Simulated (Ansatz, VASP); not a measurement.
**Li: VASP beside Ansatz**

```
Li
1.0
     2.95316    0.00000    0.00000
    -1.47658    2.55751    0.00000
     0.00000    0.00000    4.84408
Li
2
Direct
  0.33333 0.66667 0.25000
  0.66667 0.33333 0.75000
```

This isn't the form of Li at room conditions, which is bcc.

Alike in both runs: task single point; functional PBE; dispersion D3(BJ); k mesh 18 × 18 × 10; occupations gaussian, width 0.1 eV; no spin polarisation.

|  | VASP | Ansatz |
| --- | --- | --- |
| version | VASP 6.6.1 | Ansatz 0.2.0 |
| potentials or method | VASP PAW PBE potentials, release 64 (Li_sv) | scalar-relativistic, plane waves, PAW |
| plane-wave cutoff (eV) | 520 | 420 |
| valence electrons in the cell | 6 | 6 |

```tsv
	VASP	Ansatz	Ansatz less VASP
gap on the k mesh at the Fermi level (eV)	none	none	-
dispersion energy (meV/atom)	-187.4	-187.4	-0.05
```

A gap of «none» marks a metal or a gap that the smearing closes.
